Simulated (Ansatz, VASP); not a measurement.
# One calculation of In3Se, two programs

File POSCAR:

```
In3Se
1.0
    4.8669725914      0.0000000000      0.0000000000
    0.0000000000      4.8669725914      0.0000000000
    0.0000000000      0.0000000000      4.8669725914
In Se
3 1
Direct
    0.5000000000      0.5000000000      0.0000000000
    0.5000000000      0.0000000000      0.5000000000
    0.0000000000      0.5000000000      0.5000000000
    0.0000000000      0.0000000000      0.0000000000
```

INCAR.step1

```
SYSTEM = In3Se
PREC     = Accurate       ! precision mode
ENCUT    = 520            ! plane-wave cutoff, eV
ISMEAR   = -1             ! smearing method
SIGMA    = 0.05           ! smearing width, eV
LREAL    = .False.        ! projectors in reciprocal space
LASPH    = .True.         ! aspherical terms in the spheres
NELM     = 100            ! most SCF steps
NBANDS   = 30             ! bands
GGA      = PE             ! functional
ALGO     = Normal         ! electronic algorithm
EDIFF    = 1E-4           ! SCF threshold, eV
LWAVE    = .True.         ! write WAVECAR
LCHARG   = .False.        ! write CHGCAR
```

File INCAR.step2:

```
SYSTEM = In3Se
PREC     = Accurate       ! precision mode
ENCUT    = 520            ! plane-wave cutoff, eV
EDIFF    = 1E-6           ! SCF threshold, eV
ISMEAR   = -1             ! smearing method
SIGMA    = 0.05           ! smearing width, eV
LREAL    = .False.        ! projectors in reciprocal space
LASPH    = .True.         ! aspherical terms in the spheres
NELM     = 100            ! most SCF steps
ALGO     = Normal         ! electronic algorithm
ISIF     = 2              ! what is computed and relaxed
LWAVE    = .False.        ! write WAVECAR
LCHARG   = .False.        ! write CHGCAR
METAGGA  = R2SCAN         ! meta-GGA
LMIXTAU  = .True.       
NBANDS   = 30             ! bands
ISTART   = 1
```

File KPOINTS:

```
regular mesh
0
Gamma
  6 6 6
  0 0 0
```

File input.yaml:

```yaml
crystal:
  lattice:
    - [4.8669725914, 0.0, 0.0]
    - [0.0, 4.8669725914, 0.0]
    - [0.0, 0.0, 4.8669725914]
  atoms:
    - { symbol: In, position: [0.5, 0.5, 0.0] }
    - { symbol: In, position: [0.5, 0.0, 0.5] }
    - { symbol: In, position: [0.0, 0.5, 0.5] }
    - { symbol: Se, position: [0.0, 0.0, 0.0] }
hamiltonian:
  xc: r2scan
  pseudopotentials: { kind: paw }
kpoints:
  mp_grid: { grid: [6, 6, 6] }
scf:
  occupations: { method: fermi_dirac, width: 0.05 }
output:
  forces: true
  stress: true
  eigenvalues: true
```

The cell comes from a database or a generator and needn't be the stable form of this composition.

Alike in both runs: task single point; functional r2SCAN; k mesh 6 × 6 × 6; occupations fermi-dirac, width 0.05 eV; no spin polarisation.

|  | VASP | Ansatz |
| --- | --- | --- |
| version | VASP 6.6.1 | Ansatz 0.2.0 |
| potentials or method | VASP PAW PBE potentials, release 64 (In_d, Se) | Ansatz PAW |
| plane-wave cutoff (eV) | 520 | 500 |
| valence electrons in the cell | 45 | 55 |

|  | VASP | Ansatz | Ansatz less VASP |
| --- | --- | --- | --- |
| gap on the k mesh at the Fermi level (eV) | none | none | - |
| pressure (GPa) | -2.3 | -2.3 | +0.03 |

A gap of «none» marks a metal or a gap that the smearing closes. The functional is the same, so the differences come from potentials, cutoffs and numerics. The two sets of potentials don't hold the same shells in valence.

Caveats: the PAW data sets were made with another functional, which shifts forces and pressure a little (VASP); the PAW data sets come from PBE, with cores solved anew for the run's functional, which leaves a small shift of forces and pressure (Ansatz).
